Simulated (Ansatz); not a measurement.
CO2 on the (111) surface of TaN, space group Fm-3m (No. 225) (top face towards +c; held atoms: 1, 2, 3, 4, 5, 6, 7, 8, 9, 10, 11, 12), one molecule per 33.3 Å². Starting structure (random tilt, lowest atom O over a top N site; the molecule's atoms stand last):

```yaml
crystal:
  lattice:
    - [6.20149, 0.00000, 0.00000]
    - [-3.10075, 5.37065, 0.00000]
    - [0.00000, 0.00000, 25.92027]
  atoms:
    - { symbol: Ta, position: [0.16667, 0.33333, 0.30864] }
    - { symbol: Ta, position: [0.16667, 0.83333, 0.30864] }
    - { symbol: Ta, position: [0.66667, 0.33333, 0.30864] }
    - { symbol: Ta, position: [0.66667, 0.83333, 0.30864] }
    - { symbol: N, position: [0.33333, 0.16667, 0.35748] }
    - { symbol: N, position: [0.33333, 0.66667, 0.35748] }
    - { symbol: N, position: [0.83333, 0.16667, 0.35748] }
    - { symbol: N, position: [0.83333, 0.66667, 0.35748] }
    - { symbol: Ta, position: [0.50000, 0.50000, 0.40631] }
    - { symbol: Ta, position: [0.50000, 0.00000, 0.40631] }
    - { symbol: Ta, position: [0.00000, 0.50000, 0.40631] }
    - { symbol: Ta, position: [0.00000, 0.00000, 0.40631] }
    - { symbol: N, position: [0.66667, 0.33333, 0.45513] }
    - { symbol: N, position: [0.66667, 0.83333, 0.45513] }
    - { symbol: N, position: [0.16667, 0.33333, 0.45513] }
    - { symbol: N, position: [0.16667, 0.83333, 0.45513] }
    - { symbol: Ta, position: [0.83333, 0.66667, 0.50902] }
    - { symbol: Ta, position: [0.83333, 0.16667, 0.50902] }
    - { symbol: Ta, position: [0.33333, 0.66667, 0.50902] }
    - { symbol: Ta, position: [0.33333, 0.16667, 0.50902] }
    - { symbol: N, position: [0.00000, 0.50000, 0.54444] }
    - { symbol: N, position: [0.00000, 0.00000, 0.54444] }
    - { symbol: N, position: [0.50000, 0.50000, 0.54444] }
    - { symbol: N, position: [0.50000, 0.00000, 0.54444] }
    - { symbol: O, position: [0.16351, 0.85270, 0.69378] }
    - { symbol: C, position: [0.08177, 0.67636, 0.66309] }
    - { symbol: O, position: [0.00000, 0.50000, 0.63241] }
```

All numbers below come from Ansatz, DFT PBE+D3(BJ), scalar-relativistic, plane waves, PAW. Settings: cutoff 420 eV, Γ-centred mesh 4×4×1 on the computed 27-atom cell, Gaussian smearing of 0.10 eV; no spin polarisation. A dipole correction removes the field between periodic images along c.

E_ads is per molecule, from the clean relaxed slab and the free relaxed molecule; negative means bound; no zero-point or thermal terms, forces under 0.04 eV/Å, and the free molecule is spin-polarised where open-shell. Heights count from the highest slab atom.

Problem. How strongly does it adsorb?

Solution. -0.55 eV.

Problem. Does the molecule survive, and how close does it come to the surface?

Solution. It stays whole. Its lowest atom lies 2.80 Å over the highest slab atom; shortest contacts C–N 2.96 Å.

Problem. How do the dipole along +c and the top face's work function change?

Solution. The dipole changes by +0.011 e·Å a cell, the work function by -0.05 eV.

Each end is the local minimum that its start leads to.

The reference crystal is the rock-salt form of TaN, which isn't its usual structure.